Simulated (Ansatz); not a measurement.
Write a Python script for Ansatz's Python interface that makes an all-electron equation of state of AlP, space group F-43m. Use (first run): PBEsol, LAPW, the default cutoff (280 eV here), 6×6×6 k-points, Fermi-Dirac smearing of 0.01 eV.

```
CELL_PARAMETERS angstrom
0.00000 2.72550 2.72550
2.72550 0.00000 2.72550
2.72550 2.72550 0.00000
ATOMIC_POSITIONS crystal
Al 0.00000 0.00000 0.00000
P 0.25000 0.25000 0.25000
```

`eos_lapw_alp.py`
```python
# -*- coding: utf-8 -*-
'''All-electron equation of state of AlP.'''

import warnings

import ansatz as az
from ase.eos import EquationOfState
from ase.units import GPa
import numpy as np

vectors0 = np.array([
    [0.0, 2.7255, 2.7255],
    [2.7255, 0.0, 2.7255],
    [2.7255, 2.7255, 0.0],
])
sites = [
    ('Al', [0.0, 0.0, 0.0]),
    ('P', [0.25, 0.25, 0.25]),
]


def make_crystal(cell):
    crystal = az.Crystal(lattice=az.Lattice.of(cell))
    for symbol, position in sites:
        crystal = crystal.atom(symbol, position)
    return crystal


def main():
    warnings.simplefilter('ignore', az.DeckWarning)

    volumes, energies = [], []
    for scale in np.linspace(0.94, 1.06, 5):
        cell = vectors0 * scale ** (1 / 3)
        calc = (
            make_crystal(cell).calculation()
            .occupations('Fermi-Dirac', width=10 * az.meV)
            .functional('pbesol')
            .kpoints(6, 6, 6)
            .pseudopotentials('all_electron', lapw=True)
        )
        summary = calc.run().report
        volumes.append(abs(np.linalg.det(cell)) / len(sites))
        energies.append(summary['free_energy_ev'] / len(sites))
        print(f'{scale:.3f} {volumes[-1]:9.4f} A^3/atom {energies[-1]:16.5f} eV/atom  (estimated basis error {1000 * summary["lapw_basis_errors"]["total_ev_per_atom"]:.2f} meV/atom)')
    v0, e0, bulk = EquationOfState(volumes, energies, eos='birchmurnaghan').fit()
    print(f'V0 = {v0:.4f} A^3/atom, B0 = {bulk / GPa:.1f} GPa')


if __name__ == '__main__':
    main()
```

```console
$ python eos_lapw_alp.py
0.940   19.0312 A^3/atom      -7944.50372 eV/atom  (estimated basis error 0.11 meV/atom)
0.970   19.6386 A^3/atom      -7944.52466 eV/atom  (estimated basis error 0.12 meV/atom)
1.000   20.2460 A^3/atom      -7944.53360 eV/atom  (estimated basis error 0.12 meV/atom)
1.030   20.8533 A^3/atom      -7944.53223 eV/atom  (estimated basis error 0.12 meV/atom)
1.060   21.4607 A^3/atom      -7944.52199 eV/atom  (estimated basis error 0.12 meV/atom)
V0 = 20.4594 A^3/atom, B0 = 86.7 GPa
```

A third-order Birch-Murnaghan fit through the 5 points has its minimum at 20.46 Å³ an atom, 1.1 % above the typed cell, with a bulk modulus of 87 GPa and dB/dP = 4.1. From that minimum the energy rises by 30.5 meV an atom on the compressed side and 12.2 meV on the expanded side.

Notes:
- All-electron totals depend on functional, relativistic treatment and basis; only differences at equal settings carry meaning.
- Of the deposited cell: the entry's cell lengths or inner coordinates differ somewhat from later room-temperature determinations.
- The starting cell is as deposited in a crystallographic database; the results hold for this polymorph, which needn't be the stable one.
- Hardware and time: 22 s on 1 thread of Arm Neoverse V1, with other jobs on the host, peak memory 0.32 GiB.
